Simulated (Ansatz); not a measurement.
## KZnF$_{3}$: strain energy, fitted

KZnF$_{3}$, Pm-3m, a = 4.052 Å. The structure is a Materials Project entry; whether it is the stable form wasn't checked. Ansatz: PBEsol, PAW, 420 eV, Γ-centred 6×6×6 mesh on 5 atoms, Gaussian smearing 0.02 eV; no spin polarisation. Series: shear of c along a, cell held, atoms fixed by symmetry; x is the strain in per cent (engineering shear). y is the free energy over the unstrained cell, V0 = 13.305 Å³/atom. Symmetry makes y even in x.

```
x (%) y (meV/atom)
  0.0          0.00
  1.5          0.36
  3.0          1.30
  4.5          2.88
  6.0          5.07
  9.0             ?
```

**Question.** Fit y = c2 x² + c4 x⁴ to the other rows, turn c2 into a modulus, and predict the missing energy.

**Answer.** Least squares on the rows shown. y = 0.1453 x² − 0.0001252 x⁴. In eV per unit strain² c2 is 1.453; this is the shear stiffness (E = ½ C V0 γ²): 2 × 1.453 × 160.2 / (13.305) = 35 GPa. At x = 9.0 the fit asked for gives 10.95 meV/atom. The run gave 11.44 meV/atom, so the fit is 0.49 meV/atom too low, 4.3 % of the span of the series, against an rms of 0.02 meV/atom on the fitted rows. The row lies outside the fitted range. With a term in x⁶ added, a fit to the same known rows predicts 13.23 meV/atom, which misses by about as much or more on the other side: the known rows don't fix the higher terms.

Symmetry holds off the tilts and polar distortions that many cubic perovskites undergo.